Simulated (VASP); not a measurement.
# Sn2Ge (I4_1/amd) in VASP: relaxation of cell and atoms with PBE

Aim: the relaxation of cell and atoms of Sn2Ge with PBE.

All numbers are computed with VASP 6.6.1; they aren't measurements. Logs are shortened: lines on timing, memory, paths and dates and some standing lists are left out, and cuts for length are marked.

## Step 1: The crystal as given

It takes space group I4_1/amd (No. 141, tetragonal). The conventional cell has a = 5.700 Å, b = 5.700 Å, c = 9.200 Å, α = 90.00°, β = 90.00°, γ = 90.00°. Sn (site symmetry 2mm) has 3 Ge at 2.95 to 3.07 Å and 3 Sn at 2.95 to 3.07 Å as nearest neighbours. Ge (site symmetry -4m2) has 6 Sn at 2.95 to 3.07 Å as nearest neighbours.

The cell was built by a generator and needn't be a form met in nature.

## Step 2: Relaxation of cell and atoms, PBE

Contents of INCAR:

```
SYSTEM = Sn2Ge
PREC = Normal ; ENCUT = 520
EDIFF = 1E-4 ; ISMEAR = 0
SIGMA = 0.15 ; LREAL = .False.
LASPH = .True. ; NELM = 60
ALGO = Fast ; ISIF = 3
LWAVE = .False. ; LCHARG = .False.
GGA = PE ; IBRION = 2
NSW = 24 ; EDIFFG = -0.08
```

Contents of KPOINTS:

```
Automatic mesh
0
Gamma
  4 4 4
  0 0 0
```

Contents of POSCAR:

```
Sn2Ge
1.0
   -2.8500000000      2.8500000000      4.6000000000
    2.8500000000     -2.8500000000      4.6000000000
    2.8500000000      2.8500000000     -4.6000000000
Sn Ge
4 2
Direct
    0.4167000000      0.9167000000      0.5000000000
    0.0833000000      0.5833000000      0.5000000000
    0.6667000000      0.6667000000      0.0000000000
    0.3333000000      0.3333000000      0.0000000000
    0.0000000000      0.0000000000      0.0000000000
    0.7500000000      0.2500000000      0.5000000000
```

Potentials or basis: VASP PAW PBE potentials, release 64 (Sn_d, Ge_d).

Launch:

```
$ cat potpaw_PBE.64/Sn_d/POTCAR potpaw_PBE.64/Ge_d/POTCAR > POTCAR
$ mpirun -np 1 vasp_std > vasp.out
```

OUTCAR:

```text
SYSTEM = Sn2Ge
   PREC = Normal
   ENCUT = 520
   EDIFF = 1E-4
   ISMEAR = 0
   LREAL = .False.
   LASPH = .True.
   NELM = 60
   ISIF = 3
   GGA = PE
   IBRION = 2
   NSW = 24
   EDIFFG = -0.08

 ion  position               nearest neighbor table
   1  0.417  0.917  0.500-   5 2.95   5 2.95   4 2.95   4 2.95   6 3.07   2 3.07   3 3.66   3 3.66
                             3 3.66   3 3.66
   2  0.083  0.583  0.500-   5 2.95   5 2.95   3 2.95   3 2.95   6 3.07   1 3.07   4 3.66   4 3.66
                             4 3.66   4 3.66
   3  0.667  0.667  0.000-   6 2.95   6 2.95   2 2.95   2 2.95   5 3.07   4 3.07   1 3.66   1 3.66
                             1 3.66   1 3.66
   4  0.333  0.333  0.000-   6 2.95   6 2.95   1 2.95   1 2.95   5 3.07   3 3.07   2 3.66   2 3.66
                             2 3.66   2 3.66
   5  0.000  0.000  0.000-   2 2.95   1 2.95   2 2.95   1 2.95   3 3.07   4 3.07
   6  0.750  0.250  0.500-   4 2.95   3 2.95   4 2.95   3 2.95   2 3.07   1 3.07

  LATTYP: Found a body centered tetragonal cell.
 ALAT       =     5.7000000000
 C/A-ratio  =     1.6140350877

  Lattice vectors:

 A1 = (  -2.8500000000,   2.8500000000,   4.6000000000)
 A2 = (   2.8500000000,  -2.8500000000,   4.6000000000)
 A3 = (   2.8500000000,   2.8500000000,  -4.6000000000)

Analysis of symmetry for initial positions (statically):
=====================================================================
 Subroutine PRICEL returns:
 Original cell was already a primitive cell.

 Routine SETGRP: Setting up the symmetry group for a
 body centered tetragonal supercell.

 Subroutine GETGRP returns: Found 16 space group operations
 (whereof  8 operations were pure point group operations)
 out of a pool of 16 trial point group operations.

The static configuration has the point symmetry D_2d.
 The point group associated with its full space group is D_4h.

Analysis of symmetry for dynamics (positions and initial velocities):
=====================================================================
 Subroutine PRICEL returns:
 Original cell was already a primitive cell.

 Routine SETGRP: Setting up the symmetry group for a
 body centered tetragonal supercell.

 Subroutine GETGRP returns: Found 16 space group operations
 (whereof  8 operations were pure point group operations)
 out of a pool of 16 trial point group operations.

The dynamic configuration has the point symmetry D_2d.
 The point group associated with its full space group is D_4h.

 Subroutine INISYM returns: Found 16 space group operations
 (whereof  8 operations are pure point group operations),
 and found     1 'primitive' translations

----------------------------------------------------------------------------------------

                                     Primitive cell

  volume of cell :     149.4540

  direct lattice vectors                    reciprocal lattice vectors
    -2.850000000  2.850000000  4.600000000     0.000000000  0.175438596  0.108695652
     2.850000000 -2.850000000  4.600000000     0.175438596  0.000000000  0.108695652
     2.850000000  2.850000000 -4.600000000     0.175438596  0.175438596  0.000000000

  length of vectors
     6.115962721  6.115962721  6.115962721     0.206381797  0.206381797  0.248107643

  position of ions in fractional coordinates (direct lattice)
     0.416700000  0.916700000  0.500000000
     0.083300000  0.583300000  0.500000000
     0.666700000  0.666700000  0.000000000
     0.333300000  0.333300000  0.000000000
     0.000000000  0.000000000  0.000000000
     0.750000000  0.250000000  0.500000000

  ion indices of the primitive-cell ions
   primitive index   ion index
                 1           1
                 2           2
                 3           3
                 4           4
                 5           5
                 6           6

----------------------------------------------------------------------------------------

 KPOINTS: Automatic mesh

Automatic generation of k-mesh.
 Grid dimensions read from file:
 generate k-points for:    4    4    4

 Generating k-lattice:

  Cartesian coordinates                     Fractional coordinates (reciprocal lattice)
     0.000000000  0.043859649  0.027173913     0.250000000  0.000000000 -0.000000000
     0.043859649  0.000000000  0.027173913     0.000000000  0.250000000 -0.000000000
     0.043859649  0.043859649  0.000000000     0.000000000  0.000000000  0.250000000

  Length of vectors
     0.051595449  0.051595449  0.062026911

  Shift w.r.t. Gamma in fractional coordinates (k-lattice)
     0.000000000  0.000000000  0.000000000

 Subroutine IBZKPT returns following result:
 ===========================================

 Found     13 irreducible k-points:

 Following reciprocal coordinates:
            Coordinates               Weight
  0.000000  0.000000  0.000000      1.000000
  0.250000 -0.000000  0.000000      8.000000
  0.500000 -0.000000  0.000000      4.000000
  0.250000  0.250000  0.000000      8.000000
  0.500000  0.250000  0.000000     16.000000
 -0.250000  0.250000  0.000000      4.000000
  0.500000  0.500000  0.000000      2.000000
  0.250000  0.250000  0.250000      2.000000
 -0.250000  0.250000  0.250000      4.000000
  0.500000  0.500000  0.250000      4.000000
 -0.250000  0.500000  0.250000      8.000000
 -0.250000 -0.250000  0.250000      2.000000
  0.500000  0.500000  0.500000      1.000000
   k-points           NKPTS =     13   k-points in BZ     NKDIM =     13   number of bands    NBANDS=     50
   number of dos      NEDOS =    301   number of ions     NIONS =      6
   total plane-waves  NPLWV =  46656
   dimension x,y,z NGX =    36 NGY =   36 NGZ =   36
   dimension x,y,z NGXF=    72 NGYF=   72 NGZF=   72
   ions per type =               4   2
   NGX,Y,Z   is equivalent  to a cutoff of   9.79,  9.79,  9.79 a.u.
   NGXF,Y,Z  is equivalent  to a cutoff of  19.57, 19.57, 19.57 a.u.
 SYSTEM =  Sn2Ge
   PREC   = normal    normal or accurate (medium, high low for compatibility)
   ISTART =      0    job   : 0-new  1-cont  2-samecut
   ICHARG =      2    charge: 1-file 2-atom 10-const
   ISPIN  =      1    spin polarized calculation?
   LNONCOLLINEAR =      F non collinear calculations
   LSORBIT =      F    spin-orbit coupling
   LASPH  =      T    aspherical Exc in radial PAW
   ENCUT  =  520.0 eV  38.22 Ry    6.18 a.u.  11.37 11.37 11.37*2*pi/ulx,y,z
   NELM   =     60;   NELMIN=  2; NELMDL= -5     # of ELM steps
   EDIFF  = 0.1E-03   stopping-criterion for ELM
   LREAL  =      F    real-space projection
   EDIFFG = -.8E-01   stopping-criterion for IOM
   NSW    =     24    number of steps for IOM
   IBRION =      2    ionic relax: 0-MD 1-quasi-New 2-CG
   NFREE  =      1    steps in history (QN), initial steepest desc. (CG)
   ISIF   =      3    stress and relaxation
   ISYM   =      2    0-nonsym 1-usesym 2-fastsym
   POTIM  = 0.5000    time-step for ionic-motion
   TEBEG  =    0.0;   TEEND  =   0.0 temperature during run
   PSTRESS=    0.0 pullay stress
   NELECT =      84.0000    total number of electrons
   NUPDOWN=      -1.0000    fix difference up-down
   EMIN   =  10.00;   EMAX   =-10.00  energy-range for DOS
   EFERMI =   0.00;   METHOD = LEGACY
   ISMEAR =     0;   SIGMA  =   0.15  broadening in eV -4-tet -1-fermi 0-gaus
   EFERMI_NEDOS =   21; number of points for ismear=-14 and -15
   IALGO  =     68    algorithm
   IMIX   =      4    mixing-type and parameters
     AMIX     =   0.40;   BMIX     =  1.00
     AMIX_MAG =   1.60;   BMIX_MAG =  1.00
  volume/ion in A,a.u.               =      24.91       168.09
  Fermi-wavevector in a.u.,A,eV,Ry     =   1.351031  2.553079 24.834518  1.825286
  Thomas-Fermi vector in A             =   2.478487
   LORBIT       =      0    0 simple, 1 ext, 2 COOP (PROOUT), +10 PAW based schemes
   GGA     = PE    functional components
   LHFCALC =     F    Hartree Fock is set to
   AEXX    =    0.0000 exact exchange contribution
   IVDW    =     0    specifies the selected vdW correction
   LEPSILON=     F    determine dielectric tensor
   LRPA    =     F    only Hartree local field effects (RPA)
 conjugate gradient relaxation of ions
 non-spin polarized calculation
 RMM-DIIS sequential band-by-band and
 Gauss-broadening in eV      SIGMA  =   0.15
  energy-cutoff  :      520.00
  volume of cell :      149.45
 maximum number of plane-waves:      4041
   NGX = 23   NGY = 23   NGZ = 23

--------------------------------------- Ionic step        1  -------------------------------------------

 number of electron      83.9999993 magnetization

 Free energy of the ion-electron system (eV)
  ---------------------------------------------------
  ext. energy  EPLUGINS =         0.00000000
  ---------------------------------------------------
  free energy    TOTEN  =       -23.51977662 eV

  energy without entropy =      -23.47262930  energy(sigma->0) =      -23.49620296

------------------------ aborting loop because EDIFF is reached ----------------------------------------

  FORCE on cell =-STRESS in cart. coord.  units (eV):
  Direction    XX          YY          ZZ          XY          YZ          ZX
  --------------------------------------------------------------------------------------
  -------------------------------------------------------------------------------------
  Total        0.5659382      0.5659382      2.0577997      0.0000000      0.0000000      0.0000000
  in kB        6.0669725      6.0669725     22.0600316      0.0000000      0.0000000      0.0000000
  external PRESSURE =      11.3979922 kB  Pullay stress =       0.0000000 kB
[... 101 lines left out ...]
  FREE ENERGIE OF THE ION-ELECTRON SYSTEM (eV)
  ---------------------------------------------------
  free  energy   TOTEN  =       -23.6247367636 eV

  energy  without entropy=      -23.5821486260  energy(sigma->0) =      -23.60344269

[... ionic steps 4 to 12 ...]

--------------------------------------- Ionic step       13  -------------------------------------------

 number of electron      83.9999840 magnetization

------------------------ aborting loop because EDIFF is reached ----------------------------------------

  FORCE on cell =-STRESS in cart. coord.  units (eV):
  Direction    XX          YY          ZZ          XY          YZ          ZX
  --------------------------------------------------------------------------------------
  -------------------------------------------------------------------------------------
  Total        0.6745986      0.6745986      0.4016153      0.0000000      0.0000000      0.0000000
  in kB        7.1526754      7.1526754      4.2582718      0.0000000      0.0000000      0.0000000
  external PRESSURE =       6.1878742 kB  Pullay stress =       0.0000000 kB
[... 65 lines left out ...]
  energy  without entropy=      -23.7401618332  energy(sigma->0) =      -23.75792764

--------------------------------------- Ionic step       15  -------------------------------------------

 number of electron      83.9999845 magnetization

 Free energy of the ion-electron system (eV)
  ---------------------------------------------------
  ext. energy  EPLUGINS =         0.00000000
  ---------------------------------------------------
  free energy    TOTEN  =       -23.77601795 eV

  energy without entropy =      -23.74062697  energy(sigma->0) =      -23.75832246

 E-fermi :   7.5040     XC(G=0): -10.3898

 val. band max:        7.2962965469   @ k =   0.5000  -0.0000   0.0000
 cond. band min:       7.5052116240   @ k =   0.5000  -0.0000   0.0000
 fundamental gap:      0.2089150771
 Fermi energy:         7.5039845552

 k-point     1 :       0.0000    0.0000    0.0000
  band No.  band energies     occupation
      1     -17.2689      2.00000
      2     -17.2643      2.00000
      3     -17.2614      2.00000
      4     -17.2560      2.00000
      5     -17.2531      2.00000
      6     -17.2531      2.00000
[... 711 lines left out ...]
  FREE ENERGIE OF THE ION-ELECTRON SYSTEM (eV)
  ---------------------------------------------------
  free  energy   TOTEN  =       -23.7760179548 eV

  energy  without entropy=      -23.7406269711  energy(sigma->0) =      -23.75832246

 reached required accuracy - stopping structural energy minimisation
```

It took 15 min on 1 thread of AMD EPYC 7R43 (Zen 3), shared host; peak memory 0.22 GiB.

What came out:

```yaml
Free_energy: -23.7760 eV
Relaxed_volume: 25.22 Å³/atom
Relaxed_cell: a = 6.189 Å, b = 6.189 Å, c = 6.189 Å, α = 125.55°, β = 125.55°, γ = 80.63°
Space_group_after_relaxing_to_0.05_Å: I4_1/amd (No. 141)
Energy_gained_by_relaxing: 42.7 meV/atom
Ionic_steps: 15
Pressure_after_relaxing: 0.1 GPa
Largest_force_after_relaxing: 0.052 eV/Å
Band_gap_on_the_k_mesh: none (metal or under the smearing width)
```

Forces on the atoms (eV/Å):
```
Sn   0.000  0.000  0.052
Sn   0.000  0.000 -0.052
Sn   0.000  0.000  0.052
Sn   0.000  0.000 -0.052
Ge   0.000  0.000  0.000
Ge   0.000  0.000  0.000
```

The path:
| step | energy change (eV) | largest force (eV/Å) | pressure (GPa) | volume (Å³) |
| --- | --- | --- | --- | --- |
| 1 | 0.0000 | 0.6595 | 1.14 | 149.45 |
| 2 | -0.0859 | 0.4732 | -0.60 | 153.31 |
| 3 | -0.1050 | 0.3919 | -1.31 | 155.54 |
| 4 | -0.1074 | 0.3575 | -1.83 | 156.53 |
| 5 | -0.1719 | 0.2942 | -1.23 | 154.07 |
| 6 | -0.2358 | 0.0629 | 4.37 | 147.27 |
| 7 | -0.2257 | 0.2205 | -0.65 | 150.73 |
| 8 | -0.2370 | 0.1422 | 0.91 | 148.99 |
| 9 | -0.2568 | 0.0419 | -0.99 | 150.68 |
| 10 | -0.2560 | 0.1118 | 0.56 | 150.58 |
| 11 | -0.2565 | 0.0419 | 0.53 | 150.65 |
| 12 | -0.2543 | 0.1170 | -0.51 | 152.20 |
| 13 | -0.2565 | 0.0570 | 0.62 | 151.11 |
| 14 | -0.2559 | 0.1044 | -0.29 | 151.57 |
| 15 | -0.2562 | 0.0516 | 0.05 | 151.35 |

Final structure:
```
Sn Ge
1.0
    -2.83158    2.83158    4.71913
     2.83158   -2.83158    4.71913
     2.83158    2.83158   -4.71913
Sn Ge
4 2
Direct
  0.43705 0.93705 0.50000
  0.06295 0.56295 0.50000
  0.68705 0.68705 0.00000
  0.31295 0.31295 0.00000
  0.00000 0.00000 0.00000
  0.75000 0.25000 0.50000
```

Caveat: the k mesh is coarse (spacing up to 0.39 Å⁻¹), so the values aren't converged; the relaxation stopped at a loose force limit of 0.08 eV/Å, so its end isn't a converged minimum.
